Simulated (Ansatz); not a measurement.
## Ti: distorted cells

Computed with DFT PBE, scalar-relativistic, plane waves, PAW (Ansatz).

Plane waves to 420 eV, a k mesh through Γ of 16×16×16 on the computed 1-atom cell and Gaussian smearing (0.10 eV); no spin polarisation.

Reference cell:

```yaml
crystal:
  lattice:
    - [0.00000, 2.03000, 2.03000]
    - [2.03000, 0.00000, 2.03000]
    - [2.03000, 2.03000, 0.00000]
  atoms:
    - { symbol: Ti, position: [0.00000, 0.00000, 0.00000] }
```

Each variant moves atoms of this cell by the vectors given, if any (Å), and then applies a symmetric strain (tensor components, Cartesian axes). The reference cell isn't relaxed at this level. Energies are per atom at zero smearing, counted from the lowest variant. Pressure is positive in compression.

1. strain (xx yy zz yz xz xy, %) -0.50 -2.81 -4.19 0.00 -1.70 0.00
2. strain (xx yy zz yz xz xy, %) -6.40 -6.40 2.60 0.00 0.00 0.00
3. strain (xx yy zz yz xz xy, %) 3.77 2.27 3.77 0.00 0.00 0.00

```tsv
result	ΔE (meV/atom)	P (GPa)
A	0.0	-5.63
B	66.4	15.00
C	119.8	19.68
```

Q: Which variant gave which result?

A: A is 3, B is 1, C is 2. The pressure falls as the cell grows: from the smallest volume to the largest the variants are 2, 1, 3.

This fcc form isn't the element's structure at ambient conditions.